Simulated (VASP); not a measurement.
# A vacancy on the Nb site in NbSi2, part 2 of 2

Aim: the formation energy and local structure of a vacancy on the Nb site in NbSi2. The start is a cell from a database of measured crystal structures.

VASP 6.6.1, plane waves and PAW; the level of theory is named at each step.

So far. Step 5 (Reference Si): The run ended after 3 ionic steps, 0.004 eV below its first step, once forces and stress met EDIFFG = -0.02. Step 5 (Reference Si): Energy at zero smearing: -10.84425 eV.

**6. Relaxing the defect (continued)**

The steps of the relaxation:

| step | energy less that of the first step (eV) | largest force (eV/Å) |
| --- | --- | --- |
| 1 | 0.0000 | 0.9340 |
| 2 | -0.1480 | 0.7355 |
| 3 | -0.3278 | 0.3490 |
| 4 | -0.3298 | 0.3209 |
| 5 | -0.3757 | 0.1480 |
| 6 | -0.3805 | 0.1596 |
| 7 | -0.3941 | 0.0565 |
| 8 | -0.3951 | 0.0574 |
| 9 | -0.3967 | 0.0303 |
| 10 | -0.3967 | 0.0321 |
| 11 | -0.3973 | 0.0154 |

The atoms that moved most (Å):

| atom | dx | dy | dz | length |
| --- | --- | --- | --- | --- |
| Si17 | 0.060 | -0.134 | 0.082 | 0.168 |
| Si30 | -0.060 | 0.134 | 0.082 | 0.168 |
| Si23 | 0.083 | -0.121 | -0.068 | 0.162 |
| Si32 | -0.083 | 0.121 | -0.068 | 0.162 |
| Si27 | 0.060 | -0.023 | -0.015 | 0.066 |
| Si12 | -0.060 | 0.023 | -0.015 | 0.066 |
| Si14 | -0.005 | -0.065 | 0.013 | 0.066 |
| Si25 | 0.005 | 0.065 | 0.013 | 0.066 |

The relaxed structure:

```
Nb Si
1.0
    -7.22068    4.16886    6.63282
     7.22068   -4.16886    6.63282
     2.40689    4.16886   -6.63282
Nb Si
11 24
Direct
  0.83300 0.58300 0.25000
  0.83332 0.08332 0.75000
  0.33384 0.58384 0.75000
  0.67094 0.66818 0.50434
  0.16524 0.16722 0.50185
  0.16537 0.66339 0.99815
  0.66384 0.16661 0.99566
  0.25249 0.49828 0.25267
  0.74561 0.99982 0.24733
  0.75340 0.50402 0.75394
  0.25008 0.99946 0.74606
  0.16460 0.23650 0.23664
  0.66401 0.74318 0.24003
  0.65611 0.23900 0.72651
  0.16321 0.74535 0.74264
  0.83731 0.49565 0.49992
  0.32722 0.00060 0.48213
  0.34061 0.49788 0.00389
  0.83555 0.99685 0.00110
  0.59146 0.66867 0.76073
  0.08969 0.16903 0.75893
  0.09196 0.67105 0.26317
  0.57124 0.16664 0.24812
  0.50271 0.42057 0.75736
  0.01249 0.92960 0.77349
  0.00314 0.42397 0.25997
  0.49986 0.92796 0.26336
  0.49575 0.83446 0.49890
  0.99399 0.33672 0.49611
  0.01847 0.84508 0.01787
  0.49572 0.33738 0.00008
  0.41853 0.32312 0.25188
  0.90788 0.82879 0.23683
  0.91010 0.33076 0.74107
  0.40793 0.83073 0.73927
```

Numbers from this step:

| Property | Result |
| --- | --- |
| electronic cycles | 104 |
| electrons | 217 |
| free energy (TOTEN) | -257.0930 eV |
| energy at zero smearing | -257.0949 eV |
| Fermi energy | 8.308 eV |
| labelled metallic, from the levels on this mesh | yes |

Valence density in the ab plane at fractional z = 0.250, through the centre, with atoms of Nb and Si within 0.45 Å of it. It is the smooth field of the valence electrons, not physical close to the nuclei.

Ten steps, logarithmic in the rise over the least value, from '0' (0.0 e/Å³) to '9' (4.4 e/Å³), each cell a mean:
```
444444433323444455457999754444
444444444334442145446777544455
444444444444553344444554455445
433344444444554444445554454024
433344444444444334454555554344
444444444444443334430455455554
444455444444433344433454445444
541245444444444444555544566544
543454444444444444444446888755
555554456544444444444468999754
455445788754444444444468998644
555447999864444444444457776545
455557999854444444444444544455
045446787544444444444444444453
345444554445555443334444444553
444445544454234443334444444555
334455555554134443344444444444
334431455444455444444444444443
344432444444444544454444444433
444554443323334430354434444444
444444332222234433454444444444
444443322112234455544566544444
444443322112234455445788754444
444444332222344555457999864444
```
Columns run along a (10.7 Å), rows up along b (10.7 Å). Atoms in or near the plane, at fractional coordinates: Nb at (0.83, 0.58), Nb at (0.25, 0.50), Nb at (0.75, 0.00), Si at (0.16, 0.24), Si at (0.66, 0.74), Si at (0.09, 0.67), Si at (0.57, 0.17), Si at (0.00, 0.42), Si at (0.50, 0.93), Si at (0.42, 0.32), Si at (0.91, 0.83).

The run ended after 11 ionic steps, 0.397 eV below its first step, once the forces on the free atoms met EDIFFG = -0.03.

The 10 first neighbours (Si) lie 2.72 Å from the site on average (2.63 to 2.84) in the perfect crystal and 2.63 Å on average after the relaxation (-3.1 %, spread from 2.49 to 2.81 Å).

**7. Putting the energies together**

This step: point defect, PBE; plane waves and PAW (VASP 6.6.1).

No new run; the numbers come from the runs before.

Numbers from this step:

| Property | Result |
| --- | --- |
| formation energy of the neutral defect | 3.800 eV |
| host formation enthalpy | -0.5539 eV/atom |

Formation energy:

| formation energy (eV) | largest move (Å) |
| --- | --- |
| 3.8 | 0.168 |

E_f is E(defect cell) less E(perfect cell), corrected for the atoms exchanged with their references.

References, in eV an atom: Nb -10.075 (crystal Im-3m) and Si -5.422 (crystal Fd-3m). They were run at the supercell's cutoff and functional, without U, and count both elements from their own phases.

**8. Defect, other settings**

This step: PBE; plane waves and PAW (Nb_pv, Si) (VASP 6.6.1).

The run is repeated with some settings moved, to see what they change.

INCAR reads:

```
SYSTEM = Nb11Si24
PREC = Normal
ENCUT = 300
EDIFF = 1E-05
NELM = 120
ISMEAR = 1
SIGMA = 0.2
LREAL = Auto
ALGO = Fast
GGA = PE
NBANDS = 136
LASPH = .TRUE.
LORBIT = 11
LWAVE = .FALSE.
LCHARG = .FALSE.
KPAR = 4
ISYM = -1
```

POSCAR reads:

```
Nb11Si24
1.0
   -7.2206827098      4.1688631062      6.6328203778
    7.2206827098     -4.1688631062      6.6328203778
    2.4068942366      4.1688631062     -6.6328203778
Nb Si
11 24
Direct
    0.8330010348      0.5830010348      0.2500000000
    0.8333150278      0.0833150278      0.7500000000
    0.3338354636      0.5838354636      0.7500000000
    0.6709419653      0.6681774191      0.5043353846
    0.1652401114      0.1672180121      0.5018459601
    0.1653720520      0.6633941513      0.9981540399
    0.6638420345      0.1666065807      0.9956646154
    0.2524864593      0.4982809012      0.2526694266
    0.7456114746      0.9998170327      0.2473305734
    0.7533973016      0.5040206442      0.7539414696
    0.2500791745      0.9994558319      0.7460585304
    0.1646012312      0.2364959215      0.2366372578
    0.6640061898      0.7431785395      0.2400346722
    0.6561096007      0.2390013494      0.7265085693
    0.1632079230      0.7453511150      0.7426362279
    0.8373079308      0.4956480247      0.4999244576
    0.3272167875      0.0005981057      0.4821325867
    0.3406103121      0.4978840116      0.0038928408
    0.8355545158      0.9968463733      0.0010994422
    0.5914610750      0.6686680950      0.7607348825
    0.0896929684      0.1690324830      0.7589304274
    0.0919584595      0.6710495350      0.2631685221
    0.5712387869      0.1666416420      0.2481165194
    0.5027148871      0.4205716951      0.7573637721
    0.0124927801      0.9296010314      0.7734914307
    0.0031438673      0.4239715176      0.2599653278
    0.4998586637      0.9279639734      0.2633627422
    0.4957469311      0.8344550736      0.4989005578
    0.9939911707      0.3367174712      0.4961071592
    0.0184655190      0.8450842008      0.0178674133
    0.4957235670      0.3373834732      0.0000755424
    0.4185251226      0.3231222676      0.2518834806
    0.9078810129      0.8287899374      0.2368314779
    0.9101020555      0.3307625410      0.7410695726
    0.4079332125      0.8307261925      0.7392651175
```

KPOINTS reads:

```
Automatic mesh
0
Monkhorst-Pack
5 5 5
0 0 0
```

The projector-augmented-wave data sets are Nb_pv and Si (PBE family, release 64).

The run is started by

```sh
> mpirun -np 4 vasp_std
```

Wall time 16 min (4 MPI ranks of Intel Xeon Platinum 8259CL at 2.50GHz (Skylake/Cascade Lake), shared host).

The run was stopped at its time limit, so it gives no result of its own.

**9. Results**

| Property | Result |
| --- | --- |
| formation energy at charge 0 | 3.800 eV |
| host formation enthalpy | -0.554 eV/atom |

**Reading.** A vacancy on the Nb site costs 3.80 eV, with every exchanged atom at the energy of its element. The 10 first neighbours (Si) lie 2.72 Å from the site on average (2.63 to 2.84) in the perfect crystal and 2.63 Å on average after the relaxation (-3.1 %, spread from 2.49 to 2.81 Å). With metallic smearing the value can move by tenths of an eV with the k mesh. The supercell of 36 atoms is small, so interactions between images remain.

[Lines on the potential files, build, host, timing and source positions are cut from VASP's logs without a mark.]

[Logs are printed without paths, hosts, clocks, repeated set-up lines and the standing remarks that a program may print on its own settings, such as how far it seeks lower states.]

[Hosts, paths, dates, database ids (printed as entryN), source tags and the programs' standing remarks are cut or masked in the printed files.]

[In band tables of VASP the shares of atoms and orbitals are scaled to a sum of 1 inside the atoms' spheres.]

[Runs that stopped without an error message from VASP are left out.]
